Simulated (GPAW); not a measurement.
**BP in GPAW: the effect of functional**

Crystal: BP.

```
P B
1.0
     0.00000    2.26900    2.26900
     2.26900    0.00000    2.26900
     2.26900    2.26900    0.00000
P B
1 1
Direct
  0.75000 0.75000 0.75000
  0.00000 0.00000 0.00000
```

Alike in all runs:

* Program: GPAW 26.7.0
* Task: band structure
* Cutoff: 800 eV
* Basis: pw
* k mesh: 10 × 10 × 10
* Occupations: fermi-dirac, width 0.05 eV
* Spin: no spin polarisation

```csv
functional,potentials or basis,gap on the mesh (eV),pressure (GPa)
LDA,the program's PAW data sets (release 1.2.1) made for this functional,?,?
PBEsol,PAW data sets generated in the run's folder for this functional,1.14,-1.7
RPBE,the program's PAW data sets (release 1.2.1) made for this functional,1.27,4.2
revPBE,the program's PAW data sets (release 1.2.1) made for this functional,1.26,3.5
BLYP,PAW data sets generated in the run's folder for this functional,1.51,6.2
r2SCAN,GPAW PAW data sets (gpaw-data 1.2.1),1.42,0.1
```

Task: What does the run with functional LDA give?

Result: gap on the mesh 1.19 eV; pressure -5.0 GPa.

Caveats: the PAW data sets were made with another functional, which shifts forces and pressure a little (some runs).

Runs at the PBE level aren't shown here.
